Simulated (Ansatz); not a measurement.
# A failed many-body run on BeTe (F-43m)

A first try at the G0W0 gap of BeTe (F-43m), what the program said, and an input that works.

Main program and level: Ansatz 0.2.0; G0W0 on PBE, plane waves, PAW; PAW set soft_1.

## Step 1: Starting point

The structure is cubic, space group F-43m (No. 216). The conventional cell has a = 5.663 Å, b = 5.663 Å, c = 5.663 Å, α = 90.00°, β = 90.00°, γ = 90.00°. Nearest to Be lie 4 Te at 2.45 Å. Te has 4 Be at 2.45 Å nearest. Farther neighbours and most contacts between anions are not listed.

As a file:

```cif
data_structure
_symmetry_space_group_name_H-M 'P 1'
_symmetry_Int_Tables_number 1
_cell_length_a 4.0043
_cell_length_b 4.0043
_cell_length_c 4.0043
_cell_angle_alpha 60.000
_cell_angle_beta 60.000
_cell_angle_gamma 60.000
_cell_volume 45.40
loop_
_atom_site_label
_atom_site_type_symbol
_atom_site_fract_x
_atom_site_fract_y
_atom_site_fract_z
_atom_site_occupancy
Be1 Be 0.00000 0.00000 0.00000 1
Te2 Te 0.75000 0.75000 0.75000 1
```

The cell and positions are those that the Materials Project relaxed with its own functionals (PBE, PBE+U or r2SCAN), kept fixed. Spin-orbit coupling is left out unless a step names it.

## Step 2: First try

File input.yaml:

```yaml
crystal:
  lattice:
    - [0.0, 2.8314587876, 2.8314587876]
    - [2.8314587876, 0.0, 2.8314587876]
    - [2.8314587876, 2.8314587876, 0.0]
  atoms:
    - { symbol: Be, position: [0.0, 0.0, 0.0] }
    - { symbol: Te, position: [0.75, 0.75, 0.75] }
kpoints:
  mp_grid: { grid: [4, 4, 4] }
hamiltonian:
  xc: pbe
  pseudopotentials: { kind: paw, azcp: { folder: soft_1 } }
scf:
  occupations: { method: fixed }
gw:
  n_empty_bands: 4
  ecut_chi: 40
  qp_bands: [v2, c2]
  qp_kpoints: band_edges
  screening: { model: contour_deformation }
```

Started as:

```
$ ansatz run input.yaml --threads 3 --pin off --max-ram 92160MiB --backend cuda --events-out ev --progress --plain --runs-dir out --devices 1 --max-vram 13GiB
```

Numbers of over 12 decimals in the logs are rounded to 6 here.

Output:

```text
GPUs: using 1 of 1 available (devices: 1).
Engine: ansatz 0.2.0, x86_64-unknown-linux-gnu
Pseudopotentials: kind: paw
Pseudopotential: Be, paw, valence charge 2, recommended cutoff 420 eV (normal), soft_1/Be.paw.azcp
Pseudopotential: Te, paw, valence charge 16, recommended cutoff 420 eV (normal), soft_1/Te.paw.azcp
Functional definition: PBE
  parameter kappa = 0.804
  parameter beta = 0.066725
  exchange = pbe_x(kappa = kappa, mu = beta*pi^2/3)
  correlation = pbe_c(beta = beta)
device memory: the entry about to start is reckoned to put 0.8 GiB on a device that reports 37.5 GiB free (of which the cap on the GPU budget leaves the run 13.0 GiB)
GPU FFT provider: cuFFT
GPU libraries: cuBLAS 13.8.2, cuFFT 12.4.0, cuSOLVER 12.3.4
Crystal: 2 atoms, lattice volume = 45.401 Å³
Basis set: ecut = 420 eV, 893 PW (Γ)
Bands: 13, of which v1, the nominal top of the filled ones, is band 9 counted from 1 (8 counted from 0)
Symmetry: 24 space group operations
Space group: F-43m (ITA 216), of the structure as read, at distance tolerance 3.6e-5 Å
k-points: 8 of 64 (time reversal used)
Non-local potential: Be, projectors of the file, l = 0: 2, l = 1: 2, l = 2: 1
Non-local potential: Te, projectors of the file, l = 0: 2, l = 1: 2, l = 2: 2, l = 3: 1
PAW form: soft (Blöchl's): semilocal exchange-correlation on the pseudo side does not see the compensation charge
PAW one-centre angular grid: Be, 110 points (default); XC on 64 Gauss nodes
PAW one-centre angular grid: Te, 590 points (default); XC on 64 Gauss nodes
Initial density: superposition of atomic densities (chi_scale 0.1, normalization cell, long waves kept (reshape's long-wave potential 0.00 eV rms))
Initial wavefunctions: pseudopotential atomic-orbital guess
GPU buffer pool allocated for 19683 grid points (all kernels)
GPU transforms: local potential and band sums: pruned to the plane-wave sphere, on 25×27×27
Functional: x = pbe(κ = 0.804, μ = 0.219515), c = pbe(β = 0.066725)
SCF iter   1: F=—  HF=-7073.586277 eV  |F-HF|=—  |Δ(HF+E_count)|=         —  Δρ=3.08e-2  dr2=5.06e-1  ethr=3.10e-3  ⟨swp⟩=5.0  Hψ=571  notcnv=0  defer=13
preconditioner: auto → none  [insulator: Δε(μ)=2.007 eV  Ē_g=10.079 eV  n_scr=14 (ndim 8)  ℏωp=15.6 eV  f_vac=0.000  ε∞_Penn≈3.4]
SCF iter   2: F=—  HF=-7073.465469 eV  |F-HF|=—  |Δ(HF+E_count)|=   1.21e-1  Δρ=1.25e-2  dr2=6.09e-2  ethr=2.81e-3  ⟨swp⟩=2.0  Hψ=189  notcnv=0  defer=11
SCF iter   3: F=—  HF=-7073.463494 eV  |F-HF|=—  |Δ(HF+E_count)|=   1.97e-3  Δρ=2.85e-3  dr2=2.54e-3  ethr=3.38e-4  ⟨swp⟩=2.4  Hψ=156  notcnv=0  defer=13
SCF iter   4: F=—  HF=-7073.463723 eV  |F-HF|=—  |Δ(HF+E_count)|=   2.29e-4  Δρ=7.64e-4  dr2=1.98e-4  ethr=1.41e-5  ⟨swp⟩=4.0  Hψ=211  notcnv=0  defer=13
SCF iter   5: F=—  HF=-7073.463752 eV  |F-HF|=—  |Δ(HF+E_count)|=   2.88e-5  Δρ=1.22e-4  dr2=3.06e-6  ethr=1.10e-6  ⟨swp⟩=2.0  Hψ=155  notcnv=0  defer=13
SCF iter   6: F=-7073.463755 eV  HF=-7073.463755 eV  |F-HF|=5.93e-8  |Δ(HF+E_count)|=   3.28e-6  Δρ=1.02e-5  dr2=2.84e-8  ethr=5.56e-10  ⟨swp⟩=5.6  Hψ=552  notcnv=0
SCF 1 converged in 6 iterations: F = -7073.463755 eV  dr2 = 2.84e-8
[...]
device memory: the entry about to start is reckoned to put 1.3 GiB on a device that reports 37.2 GiB free (of which the cap on the GPU budget leaves the run 13.0 GiB)
NSCF: frozen V_eff on 8 k-points
[...]
device memory: the entry about to start is reckoned to put 0.8 GiB on a device that reports 37.2 GiB free (of which the cap on the GPU budget leaves the run 13.0 GiB)
NSCF: frozen V_eff on 8 k-points
G₀W₀ screening: q 1/8
[... further progress lines ...]
device memory: the entry about to start is reckoned to put 0.3 GiB on a device that reports 37.5 GiB free (of which the cap on the GPU budget leaves the run 13.0 GiB)
NSCF: frozen V_eff on 1 k-points
SCF converged after 6 iterations
Free energy (F): -7073.463755 eV
Harris-Foulkes:  -7073.463755 eV  (|F-HF|=5.93e-8)
Internal energy: -7073.463755 eV  (E = F + TS)
E sigma→0 (E₀):  -7073.463755 eV
Fermi energy:    7.196253 eV
--- Per-component energies (eV) ---
  E_band       = -270.628046
  E_kinetic    = 191.868793
  E_local      = -1752.769076  (includes V_loc(G=0)·N_el)
  E_nonlocal   = 71.685535
  E_hartree    = 871.660747
  E_xc         = -141.338882
  E_vxc        = -120.794513  (∫ρ·V_xc dr)
  E_paw        = -4733.729745  (= ΣΔE_a)
  E_vpaw       = -403.938770  (= ΣTr[D̂ρ^β])
  E_aug_tail   = 0.000087  (compensation charges beyond the density's cutoff)
  E_ewald      = -1580.841214
  E_smearing   = -0.000000  (= −TS)
  E_closure    = 0.000000  (closes the sum)
  Σ components = -7073.463755   (vs F -7073.463755, Δ=0.00e0)
--- Band table (eV; the first three rows and the last of 8) ---
  k-point 0: bands = [... 5 lower, -4.9926, 7.1963, 7.1963, 7.1963, 10.8246, 10.8246, 10.8246, 10.8991]
  k-point 1: bands = [... 5 lower, -4.4517, 3.9341, 6.5401, 6.5401, 10.4767, 11.6878, 11.6878, 14.1494]
  k-point 2: bands = [... 5 lower, -3.6887, 1.7617, 6.0913, 6.0913, 10.2315, 11.8055, 11.8055, 15.0259]
  k-point 7: bands = [... 5 lower, -3.1818, 2.6836, 3.5912, 4.0691, 12.4889, 12.7236, 12.7782, 13.3268]
--- G₀W₀: contour deformation, 5 samples at zero and on the imaginary axis and 2 off it, 64 q-points, 4 empty bands' worth ---
  eigenvalues of the whole cell's RPA ε∞ on this k-mesh (on a slab, of 1 + 4πα/V) = 9.0501, 9.0501, 9.0501; static W/v taken at q = 0 is 0.110496
  gw.qp_kpoints: band_edges: 5 of 8 stored k-points solved, in 1 pass; an edge of the gap read off the rows below is read off those points alone
    valence top: of the k-points left out ik 5 came nearest to being solved in a further pass, in band 9 (counted from 1, as in the quasiparticle table): it holds the edge there only if its correction is more favourable than any solved in that band by at least 1.176 eV; those differ by 0.472 eV
    conduction bottom: of the k-points left out ik 4 came nearest to being solved in a further pass, in band 10 (counted from 1, as in the quasiparticle table): it holds the edge there only if its correction is more favourable than any solved in that band by at least 0.969 eV; those differ by 0.457 eV
    ik  band        ε_KS         Σx   Σc(E_QP)       V_xc       Z   E_QP_lin       E_QP  E_QP is
     0     8      7.1963   -16.2488     2.5084   -14.3537  0.8145     7.8059     7.8096  root
     0     9      7.1963   -16.2488     2.5084   -14.3537  0.8145     7.8059     7.8096  root
     0    10     10.8246    -6.1253    -2.7950   -10.6867  0.8051    12.6372    12.5910  root
     0    11     10.8246    -6.1253    -2.7950   -10.6867  0.8051    12.6372    12.5910  root
     1     8      6.5401   -15.7945     2.5546   -13.7258  0.8052     7.0235     7.0260  root
     1     9      6.5401   -15.7945     2.5546   -13.7258  0.8052     7.0235     7.0260  root
     1    10     10.4767    -7.1216    -2.8128   -11.6755  0.8084    12.2617    12.2177  root
     1    11     11.6878    -6.2653    -2.9389   -11.0462  0.8018    13.5947    13.5297  root
     2     8      6.0913   -15.7645     2.6732   -13.4796  0.7982     6.4778     6.4796  root
     2     9      6.0913   -15.7645     2.6732   -13.4796  0.7982     6.4778     6.4796  root
     2    10     10.2315    -7.4080    -2.7949   -11.8666  0.8084    11.9330    11.8953  root
     2    11     11.8055    -5.8889    -2.8541   -10.5916  0.8087    13.7170    13.6541  root
     3     8      5.5587   -15.3500     2.7313   -12.9296  0.7919     5.8683     5.8695  root
     3     9      5.5587   -15.3500     2.7313   -12.9296  0.7919     5.8683     5.8695  root
     3    10      9.8274    -5.9519    -2.6235   -10.0871  0.8130    11.3664    11.3390  root
     3    11     11.5923    -6.0167    -2.8508   -10.6065  0.8122    13.3867    13.3314  root
     6     8      4.6131   -15.3826     3.0257   -12.4984  0.7747     4.7544     4.7547  root
     6     9      4.6131   -15.3826     3.0257   -12.4984  0.7747     4.7544     4.7547  root
     6    10      9.2132    -5.3922    -2.6051    -9.3065  0.8218    10.5408    10.5222  root
     6    11      9.8893    -6.2651    -2.5536   -10.2550  0.8159    11.3499    11.3256  root
```

Elapsed: 9.6 s, on 1 × NVIDIA H100 80GB HBM3 (shared by 6 runs) with 3 threads of AMD EPYC 7R13 (Zen 3), shared host; peak memory 0.99 GiB; 8.9 s of CPU time.

**What went wrong?**

The run ended normally, though the input holds a fault or crude settings.

The fault: four empty bands in G0W0. The sums over empty states are cut off almost at the gap, so screening and correlation are far from complete.

It printed a gap of 2.71 eV, which is an artefact of the settings.

## Step 3: A better input

G0W0 replaces the xc potential by the self-energy, built once from these orbitals. Only a window of levels is corrected, while the sums run over the empty bands that the input names. This step takes PAW set soft_1 files.

input.yaml: that of step 2 with these lines changed.

```diff
@@ -9,3 +9,3 @@
 kpoints:
-  mp_grid: { grid: [4, 4, 4] }
+  mp_grid: { grid: [6, 6, 6] }
 hamiltonian:
@@ -16,4 +16,4 @@
 gw:
-  n_empty_bands: 4
-  ecut_chi: 40
+  n_empty_bands: 135
+  ecut_chi: 120
   qp_bands: [v2, c2]
```

Output:

```text
GPUs: using 1 of 1 available (devices: 1).
[...]
GPU FFT provider: cuFFT
GPU libraries: cuBLAS 13.8.2, cuFFT 12.4.0, cuSOLVER 12.3.4
Crystal: 2 atoms, lattice volume = 45.401 Å³
Basis set: ecut = 420 eV, 893 PW (Γ)
Bands: 13, of which v1, the nominal top of the filled ones, is band 9 counted from 1 (8 counted from 0)
[... 1 set-up line as in the run before ...]
[...]
k-points: 16 of 216 (time reversal used)
[...]
GPU buffer pool allocated for 19683 grid points (all kernels)
[...]
SCF iter   1: F=—  HF=-7073.656853 eV  |F-HF|=—  |Δ(HF+E_count)|=         —  Δρ=3.03e-2  dr2=4.92e-1  ethr=3.10e-3  ⟨swp⟩=4.8  Hψ=1138  notcnv=0  defer=23
[...]
SCF iter   6: F=-7073.534513 eV  HF=-7073.534513 eV  |F-HF|=4.99e-8  |Δ(HF+E_count)|=   2.77e-6  Δρ=9.62e-6  dr2=2.67e-8  ethr=5.56e-10  ⟨swp⟩=5.4  Hψ=1085  notcnv=0
SCF 1 converged in 6 iterations: F = -7073.534513 eV  dr2 = 2.67e-8
[...]
0     8      7.1777   -16.0591     0.9930   -14.3535  0.7911     6.4607     6.4651  root
     0     9      7.1777   -16.0591     0.9930   -14.3535  0.7911     6.4607     6.4651  root
     0    10     10.8172    -6.2217    -4.1378   -10.6917  0.7825    11.1507    11.1494  root
     0    11     10.8172    -6.2217    -4.1378   -10.6917  0.7825    11.1507    11.1494  root
     1     8      6.8108   -15.7542     1.0817   -13.9504  0.7880     6.0839     6.0888  root
     1     9      6.8108   -15.7542     1.0817   -13.9504  0.7880     6.0839     6.0888  root
     1    10     10.6225    -7.0894    -4.1754   -11.5779  0.7866    10.9367    10.9356  root
     1    11     11.3488    -6.3976    -4.2947   -11.0336  0.7787    11.6916    11.6901  root
[...]
12     8      4.5989   -15.2930     1.9453   -12.5032  0.7645     3.7435     3.7545  root
    12     9      4.5989   -15.2930     1.9453   -12.5032  0.7645     3.7435     3.7545  root
    12    10      9.2029    -5.5033    -3.7262    -9.3204  0.8035     9.2938     9.2937  root
    12    11      9.8793    -6.3691    -3.7717   -10.2666  0.7948    10.0052    10.0050  root
[key lines of the parts left out:]
SCF converged after 6 iterations
Free energy (F): -7073.534513 eV
Fermi energy:    7.177692 eV
```

It took 26 s on 1 × NVIDIA H100 80GB HBM3 (shared by 6 runs) with 3 threads; peak memory 1.1 GiB; 30 s of CPU time.

This step gave:

| Item | Value |
| --- | --- |
| bands summed | 144 |
| RPA ε∞ on this mesh (eigenvalues) | 7.335, 7.335, 7.335 |
| plane waves in the screening matrix | 137 |
| q-points in the mesh | 216 |
| G0W0 gap on the mesh | 2.829 eV |
| k of the valence top | 0, 0, 0 |
| k of the conduction bottom | 0, -0.5, -0.5 |
| starting gap on the mesh | 2.025 eV |
| Z at the valence top | 0.7911 |
| Z at the conduction bottom | 0.8035 |
| least direct G0W0 gap on the computed points | 4.684 eV |

The gap on the mesh goes from 2.03 eV to 2.83 eV, a correction of +0.80 eV. Between the two edge states, bare exchange in place of the xc potential would open the gap by 5.52 eV, and correlation takes back 4.72 eV.

## Step 4: Results

| Property | Result |
| --- | --- |
| first try | converged after 9.6 s |
| better run | G0W0 gap on the mesh 2.83 eV (6×6×6 mesh, 135 empty bands, screening to 120 eV, PAW set soft_1 files) |

**Reading.** The second run differs in: mesh, empty bands and screening cutoff (eV). Bands and cutoff are finite, so the gap is not at the basis limit. The miss can reach some tenths of an eV and take either sign; the mesh is an error of its own. The many-body steps are scalar-relativistic: spin-orbit coupling is not in them.

[Paths, hosts, dates, memory and timing lines, banners, echoed tables and standing remarks are left out of the program output.]

[Logs are printed without paths, hosts, clocks, repeated set-up lines and the standing remarks that a program may print on its own settings, such as how far it seeks lower states.]

[Runs of the session that timed out or met a known fault of the program may be left out.]

[Cells called generated may have been cut or substituted from an entry of the Crystallography Open Database or the Materials Project.]

[Hosts, paths, dates, database ids (printed as entryN), source tags and the programs' standing remarks are cut or masked in the printed files.]
